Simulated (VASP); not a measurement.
Set up this calculation in VASP 6.6.1, as the native input.

| Quantity | Value |
| --- | --- |
| Task | relaxation of cell and atoms |
| Functional | PBE |
| Dispersion | D3 |
| Potentials or basis | VASP PAW PBE potentials, release 64 (Ni, Si) |
| Cutoff | 580 eV |
| k mesh | 9 × 9 × 9 |
| Occupations | gaussian, width 0.1 eV |
| Spin | collinear spin, zero start |
| Starting moments | [0.0, 0.0, 0.0] μB |
| Hubbard terms | Ni d U = 3.5 eV |
| Further INCAR settings | ALGO = Fast; EDIFF = 1e-07; IBRION = 2; EDIFFG = -0.005; NSW = 60; ISIF = 3 |

The structure of Si2Ni lies in POSCAR:

```
Si2Ni
1.0
    0.0000000000      2.5092429235      2.5092429235
    2.5092429235      0.0000000000      2.5092429235
    2.5092429235      2.5092429235      0.0000000000
Ni Si
1 2
Direct
    0.0000000000      0.0000000000      0.0000000000
    0.7500000000      0.7500000000      0.7500000000
    0.2500000000      0.2500000000      0.2500000000
```

The cell isn't the ideal one: volume scaled by 0.8.

The input as run:

INCAR

```
PREC     = Accurate       # precision mode
ENCUT    = 580            # plane-wave cutoff, eV
EDIFF    = 1E-7           # SCF threshold, eV
ISMEAR   = 0              # smearing method
SIGMA    = 0.1            # smearing width, eV
LREAL    = F              # projectors in reciprocal space
LASPH    = T              # aspherical terms in the spheres
NELM     = 120            # most SCF steps
ALGO     = Fast           # electronic algorithm
ISIF     = 3              # what is computed and relaxed
LWAVE    = F              # write WAVECAR
LCHARG   = F              # write CHGCAR
ISPIN    = 2              # spin polarisation
MAGMOM   = 0 0 0          # initial moments
LORBIT   = 11             # projections on sites
LMAXMIX  = 4              # l up to which the mixer works
LDAU     = T              # DFT+U
LDAUTYPE = 2            
LDAUL    = 2 -1           # shell
LDAUU    = 3.5 0          # U, eV
LDAUJ    = 0 0          
LDAUPRINT= 1            
GGA      = PE             # functional
IVDW     = 11             # dispersion correction
IBRION   = 2              # ionic algorithm
NSW      = 60             # ionic steps
EDIFFG   = -0.005         # ionic threshold
```

KPOINTS

```
regular mesh
0
Gamma
  9 9 9
```

Potentials or basis: VASP PAW PBE potentials, release 64 (Ni, Si).

The run is started by

```console
$ cat potpaw_PBE.64/Ni/POTCAR potpaw_PBE.64/Si/POTCAR > POTCAR
$ mpirun -np 1 vasp_std > vasp.out
```

Results of the run:

- Relaxed volume: 12.86 Å³/atom
- Relaxed cell: a = 3.792 Å, b = 3.792 Å, c = 3.792 Å, α = 60.00°, β = 60.00°, γ = 60.00°
- Space group after relaxing (to 0.05 Å): Fm-3m (No. 225)
- Energy gained by relaxing: 289.1 meV/atom
- Ionic steps: 10
- Pressure after relaxing: 0.0 GPa
- Band gap on the k mesh: none (metal or under the smearing width)
- Net moment: 0.00 μB per cell
- Valence electrons inside the program's atomic spheres: Ni 10.01; Si 1.59
- Dispersion energy per atom: -0.303 eV

Caveat: pairwise dispersion overbinds metals, which lowers pressure and volume; the U is typed as a test and isn't derived for this compound.

It took 7.8 min on 1 thread of Intel(R) Xeon(R) Platinum 8488C (Sapphire Rapids), with other jobs on the host, peak memory 0.21 GiB.
